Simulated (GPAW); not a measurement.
# Al2Pt (Fm-3m) in GPAW: further runs, part 3 of 3

GPAW 26.7.0. The steps go on from the part before.

### Step 4. Band structure, LDA, spin-orbit coupling, no magnetisation

Input file run.py:

```python
import numpy as np
from ase.dft.bandgap import bandgap
from ase.io import read, write
from ase.units import GPa
from gpaw import GPAW, PW
from gpaw.spinorbit import soc_eigenstates

atoms = read('POSCAR')

calc = GPAW(mode=PW(600),
            xc='LDA',
            kpts={'size': (8, 8, 8), 'gamma': True},
            occupations={'name': 'fermi-dirac', 'width': 0.05},
            nbands=23,
            convergence={'density': 1e-05, 'energy': 1e-05},
            maxiter=150,
            txt='gpaw.txt')
atoms.calc = calc
energy = atoms.get_potential_energy()
forces = atoms.get_forces()
stress = atoms.get_stress()
calc.write('gs.gpw')
write('result.traj', atoms)
print(f'Energy: {energy:.6f} eV')
print('Forces (eV/A):')
print(forces.round(4))
print('Stress (GPa):', (stress / GPa).round(3))
print('Fermi level:', round(calc.get_fermi_level(), 4), 'eV')
print(f'Gap: {bandgap(calc)[0]:.4f} eV, direct: {bandgap(calc, direct=True)[0]:.4f} eV')

path = atoms.cell.bandpath('GXWKGLUWLK,UX', npoints=100, eps=1e-4)
bs_calc = calc.fixed_density(kpts=path, symmetry='off', nbands=36,
                             convergence={'bands': 'CBM+6.0', 'eigenstates': 1e-6}, txt='bands.txt')
bs = bs_calc.band_structure()
bs.write('bs.json')
print(f'Gap on the path: {bandgap(bs_calc)[0]:.4f} eV')

soc = soc_eigenstates(bs_calc, theta=0, phi=0)
np.savetxt('soc_bands.dat', soc.eigenvalues(), fmt='%.4f')
mesh = soc_eigenstates('gs.gpw', theta=0, phi=0)
np.savetxt('soc_mesh.dat', mesh.eigenvalues(), fmt='%.4f')
print('Fermi level with spin-orbit coupling:', round(mesh.fermi_level, 4), 'eV')
```

Input file POSCAR:

```
Al2Pt
1.0
    0.0000000000      2.9550000000      2.9550000000
    2.9550000000      0.0000000000      2.9550000000
    2.9550000000      2.9550000000      0.0000000000
Pt Al
1 2
Direct
    0.0000000000      0.0000000000      0.0000000000
    0.7500000000      0.7500000000      0.7500000000
    0.2500000000      0.2500000000      0.2500000000
```

Potentials or basis: the program's PAW data sets (release 1.2.1) made for this functional, pw.

The run is started by

```bash
$ OMP_NUM_THREADS=1 python run.py
```

gpaw.txt:

```text
__  _  _
 | _ |_)|_||  |
 |__||  | ||/\| - 26.7.0

Input parameters:
  mode=PW(ecut=600.0),
  convergence={'density': 1e-05, 'energy': 1e-05},
  kpts=MonkhorstPack(size=(8, 8, 8), gamma=True),
  maxiter=150,
  nbands=23,
  occupations=Occupations(name='fermi-dirac', width=0.05),
  xc=XC(name='LDA')

Diagonalizing LCAO Hamiltonian
Converting LCAO to pw mode

                     Al

            Al

       Pt

Atoms  # Å, Bohr magnetons
|   | symbol |        x |        y |        z |    initial magnetic moments |
|---|--------|----------|----------|----------|-----------------------------|
| 0 |     Pt | 0.000000 | 0.000000 | 0.000000 | ( 0.0000,  0.0000,  0.0000) |
| 1 |     Al | 4.432500 | 4.432500 | 4.432500 | ( 0.0000,  0.0000,  0.0000) |
| 2 |     Al | 1.477500 | 1.477500 | 1.477500 | ( 0.0000,  0.0000,  0.0000) |

Unit cell  # Å
| periodic |        x |        y |        z |  lengths |    angles |
|----------|----------|----------|----------|----------|-----------|
|      yes | 0.000000 | 2.955000 | 2.955000 | 4.179001 | 60.000000 |
|      yes | 2.955000 | 0.000000 | 2.955000 | 4.179001 | 60.000000 |
|      yes | 2.955000 | 2.955000 | 0.000000 | 4.179001 | 60.000000 |

Number of symmetries: 48
Symmetry operations  # r_c * U_cc + t_c -> r_c
|    | kind |            matrix            |
|----|------|------------------------------|
|  0 |  σ   |  1, 0, 0,  1, 0,-1,  1,-1, 0 |
|  1 |  C2  |  1, 0, 0,  1,-1, 0,  1, 0,-1 |
|  2 |  E   |  1, 0, 0,  0, 1, 0,  0, 0, 1 |
|  3 |  σ   |  1, 0, 0,  0, 0, 1,  0, 1, 0 |
|  4 |  C4  |  1, 0,-1,  1, 0, 0,  1,-1, 0 |
|  5 |  S6  |  1, 0,-1,  1,-1, 0,  1, 0, 0 |
|  6 |  σ   |  1, 0,-1,  0, 1,-1,  0, 0,-1 |
|  7 |  C3  |  1, 0,-1,  0, 0,-1,  0, 1,-1 |
|  8 |  S6  |  1,-1, 0,  1, 0, 0,  1, 0,-1 |
|  9 |  C4  |  1,-1, 0,  1, 0,-1,  1, 0, 0 |
| 10 |  C3  |  1,-1, 0,  0,-1, 1,  0,-1, 0 |
| 11 |  σ   |  1,-1, 0,  0,-1, 0,  0,-1, 1 |
| 12 |  σ   |  0, 1, 0,  1, 0, 0,  0, 0, 1 |
| 13 |  C4  |  0, 1, 0,  0, 1,-1, -1, 1, 0 |
| 14 |  C3  |  0, 1, 0,  0, 0, 1,  1, 0, 0 |
| 15 |  S6  |  0, 1, 0, -1, 1, 0,  0, 1,-1 |
| 16 |  C2  |  0, 1,-1,  1, 0,-1,  0, 0,-1 |
| 17 |  σ   |  0, 1,-1,  0, 1, 0, -1, 1, 0 |
| 18 |  S4  |  0, 1,-1,  0, 0,-1,  1, 0,-1 |
| 19 |  C4  |  0, 1,-1, -1, 1, 0,  0, 1, 0 |
| 20 |  C3  |  0, 0, 1,  1, 0, 0,  0, 1, 0 |
| 21 |  σ   |  0, 0, 1,  0, 1, 0,  1, 0, 0 |
| 22 |  S6  |  0, 0, 1,  0,-1, 1, -1, 0, 1 |
| 23 |  C4  |  0, 0, 1, -1, 0, 1,  0,-1, 1 |
| 24 |  S4  |  0, 0,-1,  1, 0,-1,  0, 1,-1 |
| 25 |  C3  |  0, 0,-1,  0, 1,-1,  1, 0,-1 |
| 26 |  C2  |  0, 0,-1,  0,-1, 0, -1, 0, 0 |
[... 102 lines left out ...]
      rc: 0.34  # [Å]
      lmax: 2
    cutoffs:
      filter: 1.91  # [Å]
      core: 2.36  # [Å]
    projectors
    | kind |    occ | energy [eV] | rcut [Å] |
    |------|--------|-------------|----------|
    |   3s |  2.000 |      -7.830 |    1.085 |
    |   3p |  1.000 |      -2.783 |    1.085 |
    |    s |        |      19.382 |    1.085 |
    |    p |        |      24.428 |    1.085 |
    |    d |        |       0.000 |    1.085 |

    Using partial waves for Al as LCAO basis

Reference energy: -513253.591483  # eV

eigensolver:
  PPCG
  Converge bands: occupied
  niter=2

density mixing:
  MSR1-Mixer
  Pratt-step length: 0.05
  Maximum mixing coefficient: 0.75
  Old densities: 10
  SVD Regularization: 0.005
  Good broyden scale: 1.0
  Trust region scale: 1.0
  Backstep threshold: 4.0
  History deletion threshold: 6.0
  Fourier metric: weight=20.0, sigma=0.015

occupation numbers:
  Fermi-Dirac:
    width: 0.0500  # eV

poisson solver:
  ecut: 4800.0  # eV

xc functional:
  name: None

convergence criteria:
- Maximum integral of absolute [dens]ity change: 1e-05 electrons / valence electron
- Maximum [total energy] change in last 3 cyles: 1e-05 eV / valence electron
- Maximum integral of absolute [eigenst]ate change: 4e-08 eV^2 / valence electron
maximum number of iterations: 150

SCF iterations
|iter     | |      energy | eigst |  dens |
|---------|-|-------------|-------|-------|
|iter:   1| |  -19.820291 | +0.39 |       |
|iter:   2| |  -19.567507 | -2.12 | -0.98 |
|iter:   3| |  -18.943632 | -1.77 | -1.03 |
|iter:   4| |  -18.893596 | -3.29 | -1.47 |
|iter:   5| |  -18.881544 | -3.48 | -1.81 |
|iter:   6| |  -18.881533 | -4.64 | -2.55 |
|iter:   7| |  -18.881550c| -5.58 | -3.15 |
|iter:   8| |  -18.881549c| -7.44c| -3.99 |
|iter:   9| |  -18.881548c| -7.70c| -4.30 |
|iter:  10| |  -18.881548c| -8.89c| -5.92c|

Converged in 10 steps
Energy contributions relative to reference atoms: (reference = -513253.591483)

Energy contributions:
  Kinetic:           2.033775
  Coulomb:          -1.887215
  Zero:             -0.439877
  External:          0.000000
  Xc:              -18.581972
  Entropy:          -0.012517
  Spinorbit:         0.000000
  ----------------------------
  Free energy:     -18.887806
  Extrapolated:    -18.881548

dipole moment: (-20.561907, -20.561907, -20.561907)  # |e|*Ang

Fermi level: 7.337
Eigenvalues  # (at kpt = [0.000, 0.000, 0.000])
| band index |      eig [eV] | occ [0-2] |
|------------|---------------|-----------|
|          0 |       -45.840 |     2.000 |
|          1 |       -45.840 |     2.000 |
|          2 |       -45.840 |     2.000 |
|          3 |        -2.836 |     2.000 |
|          4 |         2.323 |     2.000 |
|          5 |         2.323 |     2.000 |
[... 9 lines left out ...]
|         15 |        12.756 |     0.000 |
|         16 |        13.673 |     0.000 |
|        ... |               |           |
|         22 |        19.857 |     0.000 |

No gap
No difference between direct/indirect transitions

Forces  # eV/Ang
|       x |       y |       z |
|---------|---------|---------|
| 0.00000 | 0.00000 | 0.00000 |  # Pt   0
| 0.00000 | 0.00000 | 0.00000 |  # Al   1
| 0.00000 | 0.00000 | 0.00000 |  # Al   2

Stress tensor  # eV/Ang^3
|        x |         y |         z |
|----------|-----------|-----------|
| 0.022253 |  0.000000 |  0.000000 |
| 0.000000 |  0.022253 | -0.000000 |
| 0.000000 | -0.000000 |  0.022253 |

# Writing to gs.gpw (mode='')
```

stdout:

```text
Energy: -18.881548 eV
Forces (eV/A):
[[0. 0. 0.]
 [0. 0. 0.]
 [0. 0. 0.]]
Stress (GPa): [ 3.565  3.565  3.565 -0.     0.     0.   ]
Fermi level: 7.337 eV
Gap: 0.0000 eV, direct: 0.0000 eV
Gap on the path: 0.0000 eV
Fermi level with spin-orbit coupling: 7.4172 eV
```

bands.txt:

```text
Diagonalizing LCAO Hamiltonian
Converting LCAO to pw mode
convergence criteria:
- Maximum integral of absolute [eigenst]ate change: 1e-06 eV^2 / valence electron
maximum number of iterations: 150

SCF iterations
|iter     | |      energy | eigst |  dens |
|---------|-|-------------|-------|-------|
|iter:   1| |             | +0.72 |       |
[... 105 lines left out ...]
         [0.375     , 0.375     , 0.75      ],
         [0.625     , 0.25      , 0.625     ],
         [0.60416667, 0.20833333, 0.60416667],
         [0.58333333, 0.16666667, 0.58333333],
         [0.5625    , 0.125     , 0.5625    ],
         [0.54166667, 0.08333333, 0.54166667],
         [0.52083333, 0.04166667, 0.52083333],
         [0.5       , 0.        , 0.5       ]])),
  maxiter=150,
  nbands=36,
  occupations=Occupations(name='fermi-dirac', width=0.05),
  symmetry=Symmetry(point_group=False, time_reversal=False),
  xc=XC(name='LDA')
```

It took 37 s on 1 thread of Intel Xeon 6975P-C (Granite Rapids), shared host; peak memory 0.42 GiB.

What came out:

| Item | Value |
| --- | --- |
| Free energy | -18.8878 eV |
| Pressure | -3.6 GPa |
| Band gap along the path | none (metal or under the smearing width) |

Levels at the corners of the path, in eV from the Fermi level:
```csv
point,band 20,band 21,band 22,band 23,band 24,band 25
Γ,2.77,2.81,2.81,4.36,4.36,4.36
X,-3.01,-1.83,-1.83,-1.33,-1.32,3.07
W,-2.73,-2.54,-2.54,-0.86,-0.86,5.05
K,-2.98,-1.94,-1.94,-0.57,-0.57,3.22
Γ,2.77,2.81,2.81,4.36,4.36,4.36
L,-3.18,0.69,0.69,1.37,1.37,3.66
U,-2.98,-1.94,-1.94,-0.57,-0.57,3.22
W,-2.73,-2.54,-2.54,-0.86,-0.86,5.05
L,-3.18,0.69,0.69,1.37,1.37,3.66
K,-2.98,-1.94,-1.94,-0.57,-0.57,3.22
U,-2.98,-1.94,-1.94,-0.57,-0.57,3.22
X,-3.01,-1.83,-1.83,-1.33,-1.32,3.07
```

Caveat: spin-orbit coupling was added after a scalar SCF, so levels and gaps hold it while energy, forces, pressure and moments don't; this program's spin-orbit splittings come out too wide for heavy elements.

### Step 5. The runs side by side

```csv
task,spin,k mesh,cutoff (eV),kernel,eta,response ecut,scissors,response k mesh,pressure (GPa)
optical spectrum,off,6 × 6 × 6,500,ALDA,0.15 eV,40 eV,0 eV,17 × 17 × 17,-
band structure,off,8 × 8 × 8,600,-,-,-,-,-,-3.6
band structure,"SOC, no magnetisation",8 × 8 × 8,600,-,-,-,-,-,-3.6
```

Alike in all rows: level LDA; potentials or basis the program's PAW data sets (release 1.2.1) made for this functional, pw; cell as given; smearing fermi-dirac 0.05 eV.

Caveats: the intraband term hangs on this k mesh (some runs); the long-wavelength limit can be off by several per cent where d states take part (some runs); these spectra lack excitons (some runs); spin-orbit coupling is left out, which moves the levels of the heavy elements (some runs); spin-orbit coupling was added after a scalar SCF, so levels and gaps hold it while energy, forces, pressure and moments don't (some runs); this program's spin-orbit splittings come out too wide for heavy elements (some runs).

Absolute energies hang on the potentials; compare differences alone.
